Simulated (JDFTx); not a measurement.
Crystal: ZrC.

```
Zr C
1.0
     0.00000    2.36500    2.36500
     2.36500    0.00000    2.36500
     2.36500    2.36500    0.00000
Zr C
1 1
Direct
  0.50000 0.50000 0.50000
  0.00000 0.00000 0.00000
```

Base run:

| Quantity | Value |
| --- | --- |
| Program | JDFTx 1.7.0 (patched build) |
| Functional | PBE |
| Potentials or basis | PseudoDojo-SR-PBE-0.5-standard |
| Cutoff | 1116 eV |
| Density cutoff | 4463 eV |
| k mesh | 10 × 10 × 10 |
| Occupations | fermi-dirac, width 0.05 eV |
| Spin | no spin polarisation |

Its results: band gap on the k mesh none (metal or under the smearing width); pressure -2.8 GPa.

**Question.** The run is repeated on the same cell with these changes: functional from PBE to PBEsol; potentials or basis from PseudoDojo-SR-PBE-0.5-standard to PseudoDojo-SR-PBEsol-0.4.1-standard with smoothed tails; density cutoff from 4463 eV to 8925 eV. What comes out?

**Answer.** Band gap on the k mesh none (metal or under the smearing width); pressure -8.3 GPa.

Not every run made on this cell is shown here.
